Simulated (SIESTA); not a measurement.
The system is C.

```
C
1.0
     2.52210    0.00000    0.00000
    -1.26105    2.18420    0.00000
     0.00000    0.00000    8.23710
C
8
Cartesian
  1.2611 0.7281 6.9501
  0.0000 1.4561 2.8315
  1.2611 0.7281 5.4056
  0.0000 1.4561 1.2870
  0.0000 0.0000 7.4649
  0.0000 0.0000 3.3463
  0.0000 0.0000 4.8908
  0.0000 0.0000 0.7722
```

This is a hexagonal form of diamond, not graphite.

```yaml
Program: SIESTA 5.4.2
Task: relaxation of cell and atoms
Functional: BLYP
Potentials_or_basis: PseudoDojo 0.4 standard (PBE files)
Basis: DZP (energy shift 0.003 Ry)
Grid_cutoff: 500 Ry
Energy_shift: 0.003 Ry
k_mesh: 8 × 8 × 3
Occupations: fermi-dirac, width 0.05 eV
Spin: no spin polarisation
```

At the start: pressure 25.3 GPa; volume 5.67 Å³/atom.

**Question.** How do energy, volume and symmetry change on relaxing?

**Answer.** Over 7 steps the energy falls by 27.7 meV/atom and the volume is 6.01 Å³/atom (+6.0 %); space group P6_3/mmc (No. 194, to 0.05 Å).

The path:
```csv
step,energy change (eV),largest force (eV/Å),pressure (GPa),volume (Å³)
1,0.0000,0.3316,25.26,45.38
2,-0.0419,0.0688,22.97,45.59
3,-0.1485,0.4620,12.82,46.64
4,-0.1968,0.4380,5.18,47.49
5,-0.2179,0.2145,0.26,48.05
6,-0.2212,0.0495,-0.36,48.12
7,-0.2215,0.0017,-0.10,48.09
```

Final structure:
```xyz
8
Lattice="2.5635 0.0000 0.0000 -1.2817 2.2200 0.0000 0.0000 0.0000 8.4504" Properties=species:S:1:pos:R:3 pbc="T T T"
C     1.2817    0.7400    7.1361
C     0.0000    1.4800    2.9109
C     1.2817    0.7400    5.5394
C     0.0000    1.4800    1.3142
C     0.0000    0.0000    7.6645
C     0.0000    0.0000    3.4393
C     0.0000    0.0000    5.0111
C     0.0000    0.0000    0.7859
```

Caveat: the potentials were made for another functional, which shifts forces and pressure; the basis of atomic orbitals isn't converged, which shifts pressures, moduli and gaps.
